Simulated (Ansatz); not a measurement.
**MoS2: S interstitial**

Level of theory: DFT PBE, scalar-relativistic, plane waves, PAW (Ansatz 0.2.0). Run with 420 eV cutoff, 2×2×2 k-mesh, shifted by half a step, Gaussian smearing of 0.01 eV, collinear spin in charge -1 alone.

Host crystal, relaxed:

```cif
data_structure
_symmetry_space_group_name_H-M 'P 1'
_symmetry_Int_Tables_number 1
_cell_length_a 7.6623
_cell_length_b 7.6623
_cell_length_c 7.6623
_cell_angle_alpha 23.993
_cell_angle_beta 23.993
_cell_angle_gamma 23.993
_cell_volume 65.35
loop_
_atom_site_label
_atom_site_type_symbol
_atom_site_fract_x
_atom_site_fract_y
_atom_site_fract_z
_atom_site_occupancy
Mo1 Mo 0.99978 0.99978 0.99978 1
S1 S 0.40313 0.40313 0.40313 1
S2 S 0.26309 0.26309 0.26309 1
```

Supercell of 39 atoms, rows in host cell vectors: 2 1 -2; -2 2 1; 1 -2 2. Atoms relax at the host's cell from a start displaced at random by 0.06 Å near the defect, so other minima may exist. The cell is small, so energies carry finite-size errors of tenths of an eV. The host's Kohn–Sham gap is 1.45 eV.

Defect: S interstitial, charge -1.

Command:

```bash
ansatz run input.yaml --threads 4 --pin off --max-ram 10240MiB --backend cpu --events-out ev --progress --plain --runs-dir out
```

The input:

```yaml
crystal:
  lattice:
    - [1.5925883332, 6.4363691201, 7.4383206521]
    - [-6.3703533327, -1.8389626057, 7.4383206521]
    - [4.7777649996, -4.5974065144, 7.4383206521]
  atoms:
    - { symbol: Mo, position: [0.075373119, 0.6975141791, 0.2302228597] }
    - { symbol: Mo, position: [0.9975989658, 1.0055651807, 1.0000289806] }
    - { symbol: Mo, position: [0.1506407822, 0.3895666183, 0.4604851199] }
    - { symbol: Mo, position: [0.3056336402, 0.7753055321, 0.9222411317] }
    - { symbol: Mo, position: [0.3829392158, 0.466299545, 0.1539064718] }
    - { symbol: Mo, position: [0.535853672, 0.8505774466, 0.6142652816] }
    - { symbol: Mo, position: [0.7663223198, 0.9292080256, 0.3075375216] }
    - { symbol: Mo, position: [0.2292444615, 0.082875105, 0.6909735322] }
    - { symbol: Mo, position: [0.4594870046, 0.1594254725, 0.3841143203] }
    - { symbol: Mo, position: [0.6068162407, 0.5424657254, 0.8457213374] }
    - { symbol: Mo, position: [0.6896518964, 0.2358407582, 0.0752864923] }
    - { symbol: Mo, position: [0.8425142102, 0.6210106502, 0.5313766186] }
    - { symbol: Mo, position: [0.9211180664, 0.3067749526, 0.767166461] }
    - { symbol: S, position: [0.4790816315, 0.1000581377, 0.6334933932] }
    - { symbol: S, position: [0.4001230058, 0.4087930341, 0.4037480324] }
    - { symbol: S, position: [0.5573889706, 0.790113388, 0.8618771108], spin: 0.143 }
    - { symbol: S, position: [0.7088748952, 0.1790299161, 0.3247608609] }
    - { symbol: S, position: [0.7858730289, 0.8717388534, 0.5548422693], spin: 0.143 }
    - { symbol: S, position: [0.9391527411, 0.2552800008, 0.0158033519] }
    - { symbol: S, position: [0.1680744923, 0.3317041456, 0.7104253971] }
    - { symbol: S, position: [0.6317584605, 0.4858024957, 0.0926853488] }
    - { symbol: S, position: [0.8553538932, 0.5542525487, 0.7847829589], spin: 0.143 }
    - { symbol: S, position: [0.0165304248, 0.9474318139, 0.24959568] }
    - { symbol: S, position: [0.0911300065, 0.6390359418, 0.4799463591] }
    - { symbol: S, position: [0.2475347072, 0.0248695634, 0.941181524] }
    - { symbol: S, position: [0.3249219067, 0.7164908927, 0.1721867298] }
    - { symbol: S, position: [0.338047445, 0.9614155181, 0.4929236881] }
    - { symbol: S, position: [0.2614912987, 0.2682397226, 0.2626629395] }
    - { symbol: S, position: [0.4106469294, 0.6547779818, 0.7230299852] }
    - { symbol: S, position: [0.5682872844, 0.038031034, 0.1860915293] }
    - { symbol: S, position: [0.6428507767, 0.7320974962, 0.4135256166] }
    - { symbol: S, position: [0.7978525153, 0.1141347891, 0.8769812795], spin: 0.143 }
    - { symbol: S, position: [0.0321258102, 0.1888567885, 0.567526499] }
    - { symbol: S, position: [0.4889193049, 0.3428212751, 0.9568021011] }
    - { symbol: S, position: [0.7213299824, 0.4212196592, 0.6459576453] }
    - { symbol: S, position: [0.8788628641, 0.8056298572, 0.1104369561], spin: 0.143 }
    - { symbol: S, position: [0.954874755, 0.4982819062, 0.3352270451] }
    - { symbol: S, position: [0.1056597396, 0.8858276748, 0.8019002774], spin: 0.143 }
    - { symbol: S, position: [0.1859067433, 0.5763971766, 0.0326196248] }
    - { symbol: S, position: [0.9463934251, 0.6421070792, 0.8672789915], spin: 0.143 }
  host:
    lattice:
      - [1.5925883332, 0.9194813029, 7.4383206521]
      - [-1.5925883332, 0.9194813029, 7.4383206521]
      - [0.0, -1.8389626057, 7.4383206521]
    atoms:
      - { symbol: Mo, position: [0.9997777381, 0.9997777381, 0.9997777381] }
      - { symbol: S, position: [0.4031332036, 0.4031332036, 0.4031332036] }
      - { symbol: S, position: [0.2630900582, 0.2630900582, 0.2630900582] }
total_charge: -1
basis:
  ecutwfc: 420
  xc_grid: 2
kpoints:
  mp_grid: { grid: [2, 2, 2], shift: [0.5, 0.5, 0.5] }
hamiltonian:
  xc: pbe
scf:
  occupations: { method: gaussian, width: 0.01 }
output:
  forces: true
  stress: false
  eigenvalues: true
  populations: true
  charged_corrections:
    defect_position: [0.82932692, 0.83894231, 0.83173077]
    epsilon: [[12.8691, 0.0, 0.0], [0.0, 12.8691, 0.0], [0.0, 0.0, 3.2679]]
  write_density: true
  write_potential: true
  elf: true
  volumetric_format: npy
magnetization:
  spin_polarized: true
relax:
  adjacent_minimum: "off"
  f_tol: 0.025
  max_steps: 45
```

From the output:

```
Warning: RAYON_NUM_THREADS=4 ignored (pool sized by the plan → 4); use --threads N
Crystal: 40 atoms, lattice volume = 849.603 Å³
Basis set: ecut = 420 eV, 16615 PW (Γ), exchange–correlation on 144×144×144 points (8 copies of the dense FFT grid, shifted against one another)
Bands: 214, of which v1, the nominal top of the filled ones, is band 173 counted from 1 (172 counted from 0)
Symmetry: 1 space group operations
Space group: P1 (ITA 1), of the structure as read, at distance tolerance 9.5e-5 Å
k-points: 4 of 8 (time reversal used)
relax step   1: F+E_penalty+E_count = -88807.99497807 eV  Δ(F+E_penalty+E_count) = +0.000e0 eV  max|allowed force component| = 6.136e-1 eV/Å  Δτ_max = 0.0000 Å
relax step   2: F+E_penalty+E_count = -88808.08697778 eV  Δ(F+E_penalty+E_count) = -9.200e-2 eV  max|allowed force component| = 4.246e-1 eV/Å  Δτ_max = 0.1121 Å
relax step   3: F+E_penalty+E_count = -88808.10521961 eV  Δ(F+E_penalty+E_count) = -1.824e-2 eV  max|allowed force component| = 1.260e-1 eV/Å  Δτ_max = 0.0355 Å
relax step   4: F+E_penalty+E_count = -88808.10666656 eV  Δ(F+E_penalty+E_count) = -1.447e-3 eV  max|allowed force component| = 2.778e-2 eV/Å  Δτ_max = 0.0064 Å
relax step   5: F+E_penalty+E_count = -88808.10675201 eV  Δ(F+E_penalty+E_count) = -8.544e-5 eV  max|allowed force component| = 2.984e-3 eV/Å  Δτ_max = 0.0049 Å
SCF converged after 7 iterations
Free energy (F): -88808.106752 eV
E sigma→0 (E₀):  -88808.106752 eV
Fermi energy:    9.265114 eV
```

The relaxation gained 0.11 eV in 5 steps. Time: 3.4 min on 4 threads of Intel(R) Xeon(R) 6975P-C (Granite Rapids) (shared host), peak memory 3.8 GiB.